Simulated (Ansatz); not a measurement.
**LaAlO3 under a change: pressure 45 GPa**

Base system: LaAlO3 (space group R-3c, No. 167; a = 5.367 Å, c = 13.108 Å (hexagonal axes)).

It is then changed as follows: a hydrostatic pressure of 45 GPa.

The values are results of Kohn–Sham DFT with the r2SCAN functional, run in Ansatz (a first-principles code) with PAW and 500 eV plane waves, no spin-orbit coupling, earlier PAW set, not measurements. Settings: 8×8×8 k-points, 0.05 eV Fermi–Dirac smearing.

- Volume per atom: 9.31 Å³ (base 10.90 Å³)
- Density: 7.63 g/cm³ (base 6.52 g/cm³)
- Shortest interatomic distance: 179.9 pm (base 190.2 pm)
- Enthalpy H = E + PV relative to the base's energy: +2.81 eV/atom
- Band gap: 4.24 eV (an upper bound: an edge found on the path is not a true extremum; the changed cell) (base 4.38 eV)

Load acts through the strain it causes; cell and atoms are relaxed under it. Stability against distortions was not tested. No other phases were tried under pressure.
